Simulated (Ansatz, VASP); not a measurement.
One calculation of AlN, two programs

The input INCAR:

```
PREC     = Accurate       # precision mode
ENCUT    = 520            # plane-wave cutoff, eV
EDIFF    = 1E-7           # SCF threshold, eV
ISMEAR   = 0              # smearing method
SIGMA    = 0.05           # smearing width, eV
LREAL    = F              # projectors in reciprocal space
LASPH    = T              # aspherical terms in the spheres
NELM     = 80             # most SCF steps
ALGO     = Normal         # electronic algorithm
ISIF     = 2              # what is computed and relaxed
LWAVE    = F              # write WAVECAR
LCHARG   = T              # write CHGCAR
GGA      = PE             # functional
LELF     = T              # ELF
LVHAR    = T            
NBANDS   = 11             # bands
```

File KPOINTS:

```
regular mesh
0
Gamma
  14 14 14
```

POSCAR

```
AlN
1.0
    0.0000000000      2.0077642661      2.0077642661
    2.0077642661      0.0000000000      2.0077642661
    2.0077642661      2.0077642661      0.0000000000
Al N
1 1
Direct
    0.0000000000      0.0000000000      0.0000000000
    0.5000000000      0.5000000000      0.5000000000
```

Input for Ansatz:

```yaml
crystal:
  lattice:
    - [0.0, 2.0077642661, 2.0077642661]
    - [2.0077642661, 0.0, 2.0077642661]
    - [2.0077642661, 2.0077642661, 0.0]
  atoms:
    - { symbol: Al, position: [0.0, 0.0, 0.0] }
    - { symbol: "N", position: [0.5, 0.5, 0.5] }
basis:
  ecutwfc: 420
  ecutrho_ratio: 4
kpoints:
  mp_grid: { grid: [14, 14, 14] }
hamiltonian:
  xc: pbe
scf:
  occupations: { method: gaussian, width: 0.05 }
output:
  forces: true
  stress: true
  eigenvalues: true
```

Alike in both runs: task single point; functional PBE; k mesh 14 × 14 × 14; occupations gaussian, width 0.05 eV; no spin polarisation.

```csv
,VASP,Ansatz
version,VASP 6.6.1,Ansatz 0.2.0
potentials or method,"VASP PAW PBE potentials, release 64 (Al, N)","scalar-relativistic, plane waves, PAW"
plane-wave cutoff (eV),520,420
valence electrons in the cell,8,8
```

|  | VASP | Ansatz | Ansatz less VASP |
| --- | --- | --- | --- |
| gap on the k mesh at the Fermi level (eV) | 4.81 | 4.83 | +0.024 |
| least direct gap on the mesh (eV) | 5.98 | 5.97 | -0.014 |
| pressure (GPa) | 10.8 | 11.2 | +0.31 |

A k mesh can miss the band edges.
